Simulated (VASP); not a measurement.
ZnSe: relaxation of cell and atoms with PBEsol

Crystal: ZnSe.

```
Zn Se
1.0
     0.00000    2.83380    2.83380
     2.83380    0.00000    2.83380
     2.83380    2.83380    0.00000
Zn Se
1 1
Direct
  0.00000 0.00000 0.00000
  0.25000 0.25000 0.25000
```

```json
{"Program": "VASP 6.6.1", "Task": "relaxation of cell and atoms", "Functional": "PBEsol", "Potentials or basis": "VASP PAW PBE potentials, release 64 (Zn, Se)", "Cutoff": "600 eV", "k mesh": "8 × 8 × 8", "Occupations": "gaussian, width 0.03 eV", "Spin": "no spin polarisation", "Further INCAR settings": "ALGO = Normal; EDIFF = 1e-06; IBRION = 2; EDIFFG = -0.01; NSW = 90; ISIF = 3"}
```

```
Relaxed volume                         : 22.44 Å³/atom
Relaxed cell                           : a = 3.989 Å, b = 3.989 Å, c = 3.989 Å, α = 60.00°, β = 60.00°, γ = 60.00°
Space group after relaxing (to 0.05 Å) : F-43m (No. 216)
Energy gained by relaxing              : 0.9 meV/atom
Ionic steps                            : 3
Pressure after relaxing                : 0.0 GPa
Band gap on the k mesh                 : 1.23 eV, direct
```

The path:
| step | energy change (eV) | largest force (eV/Å) | pressure (GPa) | volume (Å³) |
| --- | --- | --- | --- | --- |
| 1 | 0.0000 | 0.0000 | -0.91 | 45.51 |
| 2 | -0.0017 | 0.0000 | 0.45 | 44.67 |
| 3 | -0.0019 | 0.0000 | 0.01 | 44.88 |

Final structure:
```xyz
2
Lattice="0.0000 2.8207 2.8207 2.8207 0.0000 2.8207 2.8207 2.8207 0.0000" Properties=species:S:1:pos:R:3 pbc="T T T"
Zn    0.0000    0.0000    0.0000
Se    1.4103    1.4103    1.4103
```

Levels at points of the mesh, in eV from the valence-band top:
| k point | band 5 | band 6 | band 7 | band 8 | band 9 | band 10 | band 11 | band 12 | band 13 |
| --- | --- | --- | --- | --- | --- | --- | --- | --- | --- |
| (0.00, 0.00, 0.00) | -6.23 | -6.23 | 0.00 | 0.00 | 0.00 | 1.23 | 5.73 | 5.73 | 5.73 |
| (0.50, 0.00, 0.00) | -6.21 | -6.06 | -5.37 | -0.90 | -0.90 | 2.47 | 6.30 | 6.30 | 8.44 |
| (0.50, 0.50, 0.00) | -6.17 | -6.04 | -4.85 | -2.26 | -2.26 | 2.81 | 3.37 | 10.71 | 11.27 |

It took 12 s on 4 MPI ranks on AMD EPYC 9R14 (Zen 4) (shared host), peak memory 0.17 GiB a rank.

Caveat: the PAW data sets were made with another functional, which shifts forces and pressure a little. A hybrid or GW would open this gap; PBEsol tends to underestimate it.
